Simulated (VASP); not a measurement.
# Ge (Fd-3m) in VASP: core levels with PBEsol

Aim: the core levels of Ge with PBEsol.

Everything below comes from runs of VASP 6.6.1. Logs are shortened: lines on timing, memory, paths and dates and some standing lists are left out, and cuts for length are marked.

**What was measured.**

From “Temperature-dependent photoluminescence in Ge: experiment and theory”, 2020, arxiv:2003.00143, for a bulk crystal of Ge at 0 K: band gap 0.744 eV (indirect).

How close the calculation comes is told below.

### Step 1. The crystal as given

It takes space group Fd-3m (No. 227, cubic). Conventional cell: a = 5.658 Å, b = 5.658 Å, c = 5.658 Å, α = 90.00°, β = 90.00°, γ = 90.00°. Ge (site symmetry -43m) has 4 Ge at 2.45 Å as nearest neighbours.

### Step 2. Core levels, PBEsol

The input, INCAR:

```
SYSTEM = Ge
ALGO     = Fast           ! electronic algorithm
EDIFF    = 1E-7           ! SCF threshold, eV
ENCUT    = 520            ! plane-wave cutoff, eV
GGA      = PS             ! functional
ICORELEVEL= 1            
ISIF     = 2              ! what is computed and relaxed
ISMEAR   = -1             ! smearing method
LASPH    = .True.         ! aspherical terms in the spheres
LCHARG   = .False.        ! write CHGCAR
LREAL    = .False.        ! projectors in reciprocal space
LWAVE    = .False.        ! write WAVECAR
NELM     = 100            ! most SCF steps
PREC     = Accurate       ! precision mode
SIGMA    = 0.05           ! smearing width, eV
```

The input, KPOINTS:

```
k-points
0
Gamma
  10 10 10
  0 0 0
```

The input, POSCAR:

```
Ge
1.0
    0.0000000000      2.8289100000      2.8289100000
    2.8289100000      0.0000000000      2.8289100000
    2.8289100000      2.8289100000      0.0000000000
Ge
2
Direct
    0.0000000000      0.0000000000      0.0000000000
    0.2500000000      0.2500000000      0.2500000000
```

Potentials or basis: VASP PAW PBE potentials, release 64 (Ge_d).

The run is started by

```
$ cat potpaw_PBE.64/Ge_d/POTCAR > POTCAR
$ mpirun -np 1 vasp_std > vasp.out
```

OUTCAR:

```text
SYSTEM = Ge
   EDIFF = 1E-7
   ENCUT = 520
   GGA = PS
   ISIF = 2
   ISMEAR = -1
   LASPH = .True.
   LREAL = .False.
   NELM = 100
   PREC = Accurate

 ion  position               nearest neighbor table
   1  0.000  0.000  0.000-   2 2.45   2 2.45   2 2.45   2 2.45
   2  0.250  0.250  0.250-   1 2.45   1 2.45   1 2.45   1 2.45

  LATTYP: Found a face centered cubic cell.
 ALAT       =     5.6578200000

  Lattice vectors:

 A1 = (   0.0000000000,   2.8289100000,   2.8289100000)
 A2 = (   2.8289100000,   0.0000000000,   2.8289100000)
 A3 = (   2.8289100000,   2.8289100000,   0.0000000000)

Analysis of symmetry for initial positions (statically):
=====================================================================
 Subroutine PRICEL returns:
 Original cell was already a primitive cell.

 Routine SETGRP: Setting up the symmetry group for a
 face centered cubic supercell.

 Subroutine GETGRP returns: Found 48 space group operations
 (whereof 24 operations were pure point group operations)
 out of a pool of 48 trial point group operations.

The static configuration has the point symmetry T_d .
 The point group associated with its full space group is O_h .

Analysis of symmetry for dynamics (positions and initial velocities):
=====================================================================
 Subroutine PRICEL returns:
 Original cell was already a primitive cell.

 Routine SETGRP: Setting up the symmetry group for a
 face centered cubic supercell.

 Subroutine GETGRP returns: Found 48 space group operations
 (whereof 24 operations were pure point group operations)
 out of a pool of 48 trial point group operations.

The dynamic configuration has the point symmetry T_d .
 The point group associated with its full space group is O_h .

 Subroutine INISYM returns: Found 48 space group operations
 (whereof 24 operations are pure point group operations),
 and found     1 'primitive' translations

----------------------------------------------------------------------------------------

                                     Primitive cell

  volume of cell :      45.2780

  direct lattice vectors                    reciprocal lattice vectors
     0.000000000  2.828910000  2.828910000    -0.176746521  0.176746521  0.176746521
     2.828910000  0.000000000  2.828910000     0.176746521 -0.176746521  0.176746521
     2.828910000  2.828910000  0.000000000     0.176746521  0.176746521 -0.176746521

  length of vectors
     4.000682889  4.000682889  4.000682889     0.306133954  0.306133954  0.306133954

  position of ions in fractional coordinates (direct lattice)
     0.000000000  0.000000000  0.000000000
     0.250000000  0.250000000  0.250000000

  ion indices of the primitive-cell ions
   primitive index   ion index
                 1           1
                 2           2

----------------------------------------------------------------------------------------

 KPOINTS: k-points

Automatic generation of k-mesh.
 Grid dimensions read from file:
 generate k-points for:   10   10   10

 Generating k-lattice:

  Cartesian coordinates                     Fractional coordinates (reciprocal lattice)
    -0.017674652  0.017674652  0.017674652     0.100000000  0.000000000  0.000000000
     0.017674652 -0.017674652  0.017674652     0.000000000  0.100000000  0.000000000
     0.017674652  0.017674652 -0.017674652     0.000000000  0.000000000  0.100000000

  Length of vectors
     0.030613395  0.030613395  0.030613395

  Shift w.r.t. Gamma in fractional coordinates (k-lattice)
     0.000000000  0.000000000  0.000000000

 Subroutine IBZKPT returns following result:
 ===========================================

 Found     47 irreducible k-points:

 Following reciprocal coordinates:
            Coordinates               Weight
  0.000000  0.000000  0.000000      1.000000
  0.100000  0.000000  0.000000      8.000000
  0.200000  0.000000  0.000000      8.000000
  0.300000  0.000000  0.000000      8.000000
  0.400000  0.000000  0.000000      8.000000
  0.500000  0.000000  0.000000      4.000000
[... 16 lines left out ...]
  0.300000  0.300000  0.000000      6.000000
  0.400000  0.300000  0.000000     24.000000
 [... further k-points ...]
   k-points           NKPTS =     47   k-points in BZ     NKDIM =     47   number of bands    NBANDS=     18
   number of dos      NEDOS =    301   number of ions     NIONS =      2
   total plane-waves  NPLWV =  27000
   dimension x,y,z NGX =    30 NGY =   30 NGZ =   30
   dimension x,y,z NGXF=    60 NGYF=   60 NGZF=   60
   ions per type =               2
   NGX,Y,Z   is equivalent  to a cutoff of  12.47, 12.47, 12.47 a.u.
   NGXF,Y,Z  is equivalent  to a cutoff of  24.93, 24.93, 24.93 a.u.
 SYSTEM =  Ge
   PREC   = accura    normal or accurate (medium, high low for compatibility)
   ISTART =      0    job   : 0-new  1-cont  2-samecut
   ICHARG =      2    charge: 1-file 2-atom 10-const
   ISPIN  =      1    spin polarized calculation?
   LNONCOLLINEAR =      F non collinear calculations
   LSORBIT =      F    spin-orbit coupling
   LASPH  =      T    aspherical Exc in radial PAW
   ENCUT  =  520.0 eV  38.22 Ry    6.18 a.u.   7.44  7.44  7.44*2*pi/ulx,y,z
   NELM   =    100;   NELMIN=  2; NELMDL= -5     # of ELM steps
   EDIFF  = 0.1E-06   stopping-criterion for ELM
   LREAL  =      F    real-space projection
   EDIFFG = 0.1E-05   stopping-criterion for IOM
   NSW    =      0    number of steps for IOM
   IBRION =     -1    ionic relax: 0-MD 1-quasi-New 2-CG
   NFREE  =      0    steps in history (QN), initial steepest desc. (CG)
   ISIF   =      2    stress and relaxation
   ISYM   =      2    0-nonsym 1-usesym 2-fastsym
   POTIM  = 0.5000    time-step for ionic-motion
   TEBEG  =    0.0;   TEEND  =   0.0 temperature during run
   PSTRESS=    0.0 pullay stress
   NELECT =      28.0000    total number of electrons
   NUPDOWN=      -1.0000    fix difference up-down
   EMIN   =  10.00;   EMAX   =-10.00  energy-range for DOS
   EFERMI =   0.00;   METHOD = LEGACY
   ISMEAR =    -1;   SIGMA  =   0.05  broadening in eV -4-tet -1-fermi 0-gaus
   EFERMI_NEDOS =   21; number of points for ismear=-14 and -15
   IALGO  =     68    algorithm
   IMIX   =      4    mixing-type and parameters
     AMIX     =   0.40;   BMIX     =  1.00
     AMIX_MAG =   1.60;   BMIX_MAG =  1.00
  volume/ion in A,a.u.               =      22.64       152.78
  Fermi-wavevector in a.u.,A,eV,Ry     =   1.394756  2.635708 26.468033  1.945346
  Thomas-Fermi vector in A             =   2.518275
   LORBIT       =      0    0 simple, 1 ext, 2 COOP (PROOUT), +10 PAW based schemes
   GGA     = PS    functional components
   LHFCALC =     F    Hartree Fock is set to
   AEXX    =    0.0000 exact exchange contribution
   IVDW    =     0    specifies the selected vdW correction
   LEPSILON=     F    determine dielectric tensor
   LRPA    =     F    only Hartree local field effects (RPA)
 non-spin polarized calculation
 RMM-DIIS sequential band-by-band and
  energy-cutoff  :      520.00
  volume of cell :       45.28
 maximum number of plane-waves:      1243
 NGX is ok and might be reduce to    30
   NGX = 15   NGY = 15   NGZ = 15

 number of electron      28.0000022 magnetization

 Free energy of the ion-electron system (eV)
  ---------------------------------------------------
  ext. energy  EPLUGINS =         0.00000000
  ---------------------------------------------------
  free energy    TOTEN  =        -9.87079193 eV

  energy without entropy =       -9.87018564  energy(sigma->0) =       -9.87048879

 the core state eigenenergies are
   1-  1s -10950.2753  2s  -1362.0943  2p  -1188.9575  3s   -158.9422  3p   -106.0693

   2-  1s -10950.2753  2s  -1362.0943  2p  -1188.9575  3s   -158.9422  3p   -106.0693

 E-fermi :   4.8844     XC(G=0): -10.1284

 val. band max:        4.8615887954   @ k =   0.0000   0.0000   0.0000
 cond. band min:       4.9841968552   @ k =   0.5000   0.0000   0.0000
 fundamental gap:      0.1226080597
 Fermi energy:         4.8844487988

 k-point     1 :       0.0000    0.0000    0.0000
  band No.  band energies     occupation
      1     -19.9017      2.00000
      2     -19.9017      2.00000
      3     -19.9017      2.00000
      4     -19.8651      2.00000
      5     -19.8651      2.00000
      6     -19.6530      2.00000
[... 10 lines left out ...]
     17       7.3937      0.00000
     18       7.3937      0.00000

 k-point     2 :       0.1000    0.0000    0.0000
  band No.  band energies     occupation
      1     -19.9075      2.00000
      2     -19.9075      2.00000
      3     -19.9000      2.00000
      4     -19.8571      2.00000
      5     -19.8571      2.00000
      6     -19.6618      2.00000
[... 10 lines left out ...]
     17       7.7034      0.00000
     18       7.9690      0.00000

 k-point     3 :       0.2000    0.0000    0.0000
  band No.  band energies     occupation
      1     -19.9164      2.00000
      2     -19.9164      2.00000
      3     -19.8957      2.00000
      4     -19.8428      2.00000
      5     -19.8428      2.00000
      6     -19.6738      2.00000
[... 10 lines left out ...]
     17       8.2669      0.00000
     18       9.5469      0.00000

 k-point     4 :       0.3000    0.0000    0.0000
  band No.  band energies     occupation
      1     -19.9226      2.00000
      2     -19.9226      2.00000
      3     -19.8902      2.00000
      4     -19.8311      2.00000
      5     -19.8311      2.00000
      6     -19.6825      2.00000
[... 10 lines left out ...]
     17       8.5838      0.00000
     18      11.3226      0.00000

 k-point     5 :       0.4000    0.0000    0.0000
  band No.  band energies     occupation
      1     -19.9255      2.00000
      2     -19.9255      2.00000
      3     -19.8856      2.00000
      4     -19.8247      2.00000
      5     -19.8247      2.00000
      6     -19.6866      2.00000
[... 10 lines left out ...]
     17       8.6035      0.00000
     18      11.9384      0.00000

 k-point     6 :       0.5000    0.0000    0.0000
  band No.  band energies     occupation
      1     -19.9262      2.00000
      2     -19.9262      2.00000
      3     -19.8839      2.00000
      4     -19.8229      2.00000
      5     -19.8229      2.00000
      6     -19.6876      2.00000
[... 10 lines left out ...]
     17       8.5738      0.00000
     18      11.8265      0.00000

 k-point     7 :       0.1000    0.1000    0.0000
  band No.  band energies     occupation
      1     -19.9076      2.00000
      2     -19.9054      2.00000
      3     -19.9054      2.00000
      4     -19.8593      2.00000
      5     -19.8487      2.00000
      6     -19.6783      2.00000
[... 10 lines left out ...]
     17       8.2309      0.00000
     18       8.2309      0.00000

 k-point     8 :       0.2000    0.1000    0.0000
  band No.  band energies     occupation
      1     -19.9178      2.00000
      2     -19.9119      2.00000
      3     -19.9008      2.00000
      4     -19.8489      2.00000
      5     -19.8331      2.00000
      6     -19.6948      2.00000
[... 10 lines left out ...]
     17       8.9230      0.00000
     18       9.2888      0.00000
[... 229 lines left out ...]
     17      10.2760      0.00000
     18      10.5183      0.00000

 k-point    20 :      -0.4000    0.2000    0.0000
  band No.  band energies     occupation
      1     -19.9467      2.00000
      2     -19.9338      2.00000
      3     -19.8566      2.00000
      4     -19.8044      2.00000
      5     -19.7957      2.00000
      6     -19.7207      2.00000
[... 10 lines left out ...]
     17       9.9225      0.00000
     18      12.1185      0.00000

 k-point    21 :      -0.3000    0.2000    0.0000
  band No.  band energies     occupation
      1     -19.9415      2.00000
      2     -19.9344      2.00000
      3     -19.8596      2.00000
      4     -19.8208      2.00000
      5     -19.7964      2.00000
      6     -19.7167      2.00000
[... 10 lines left out ...]
     17       9.4885      0.00000
     18      10.9227      0.00000

 k-point    22 :      -0.2000    0.2000    0.0000
  band No.  band energies     occupation
      1     -19.9314      2.00000
      2     -19.9310      2.00000
      3     -19.8744      2.00000
      4     -19.8324      2.00000
      5     -19.8090      2.00000
      6     -19.7075      2.00000
[... 10 lines left out ...]
     17       9.0598      0.00000
     18       9.9423      0.00000

 k-point    23 :       0.3000    0.3000    0.0000
  band No.  band energies     occupation
      1     -19.9251      2.00000
      2     -19.9251      2.00000
      3     -19.9023      2.00000
      4     -19.8167      2.00000
      5     -19.7748      2.00000
      6     -19.7636      2.00000
[... 10 lines left out ...]
     17      11.5708      0.00000
     18      11.5709      0.00000

 k-point    24 :       0.4000    0.3000    0.0000
  band No.  band energies     occupation
      1     -19.9355      2.00000
      2     -19.9297      2.00000
      3     -19.8856      2.00000
      4     -19.8015      2.00000
      5     -19.7813      2.00000
      6     -19.7575      2.00000
[... 10 lines left out ...]
     17      11.5097      0.00000
     18      12.0713      0.00000

 [... further k-points ...]
[... 5 lines left out ...]
  --------------------------------------------------------------------------------------
  -------------------------------------------------------------------------------------
  Total        0.1698251      0.1698251      0.1698251     -0.0000000      0.0000000     -0.0000000
  in kB        6.0093155      6.0093155      6.0093155     -0.0000000      0.0000000     -0.0000000
  external PRESSURE =       6.0093155 kB  Pullay stress =       0.0000000 kB

 VOLUME and BASIS-vectors are now :
 -----------------------------------------------------------------------------
  energy-cutoff  :      520.00
  volume of cell :       45.28
      direct lattice vectors                 reciprocal lattice vectors
     0.000000000  2.828910000  2.828910000    -0.176746521  0.176746521  0.176746521
     2.828910000  0.000000000  2.828910000     0.176746521 -0.176746521  0.176746521
     2.828910000  2.828910000  0.000000000     0.176746521  0.176746521 -0.176746521

 POSITION                                       TOTAL-FORCE (eV/Angst)
 -----------------------------------------------------------------------------------
      0.00000      0.00000      0.00000         0.000000      0.000000      0.000000
      1.41446      1.41446      1.41446        -0.000000     -0.000000     -0.000000
 -----------------------------------------------------------------------------------
    total drift:                                0.000000     -0.000000      0.000000

  FREE ENERGIE OF THE ION-ELECTRON SYSTEM (eV)
  ---------------------------------------------------
  free  energy   TOTEN  =        -9.8707919303 eV

  energy  without entropy=       -9.8701856437  energy(sigma->0) =       -9.87048879
```

Run time: 29 s. Hardware: 1 thread of Intel Xeon 6975P-C (Granite Rapids), shared host; peak memory 0.18 GiB.

Results:

| Quantity | Value |
| --- | --- |
| Free energy | -9.8708 eV |
| Pressure | 0.6 GPa |
| Band gap on the k mesh | none (metal or under the smearing width) |

Levels at points of the mesh, in eV from the Fermi level:
| k point | band 11 | band 12 | band 13 | band 14 | band 15 | band 16 | band 17 | band 18 |
| --- | --- | --- | --- | --- | --- | --- | --- | --- |
| (0.00, 0.00, 0.00) | -12.82 | -0.03 | -0.02 | -0.02 | -0.02 | 2.51 | 2.51 | 2.51 |
| (0.50, 0.00, 0.00) | -10.72 | -7.65 | -1.43 | -1.43 | 0.10 | 3.69 | 3.69 | 6.94 |
| (0.50, 0.50, 0.00) | -8.92 | -8.92 | -3.11 | -3.11 | 0.64 | 0.64 | 9.47 | 9.47 |

Core levels (eV, on the scale of the bands):
| atom | levels |
| --- | --- |
| 1 Ge | 1s -10950.3, 2s -1362.1, 2p -1189.0, 3s -158.9, 3p -106.1 |
| 2 Ge | 1s -10950.3, 2s -1362.1, 2p -1189.0, 3s -158.9, 3p -106.1 |

Caveat: the PAW data sets were made with another functional, which shifts forces and pressure a little; this crystal is a semiconductor, whose small gap the functional closes, so the metal is an error of the method.

### Step 3. How close it comes

Step 2. A measured gap of Ge is 0.744 eV (indirect; 0 K; “Temperature-dependent photoluminescence in Ge: experiment and theory”, 2020, arxiv:2003.00143); the calculated 0.00 eV misses it by -0.74 eV. 3 values of this kind are on record (0.666 to 0.807 eV); this one was drawn at random among those near their median. Spin-orbit coupling on Ge is left out. The value is that of PBEsol on a finite k mesh, which can miss the band edges, without temperature or zero-point motion. Semilocal functionals fall short of measured gaps as a rule.
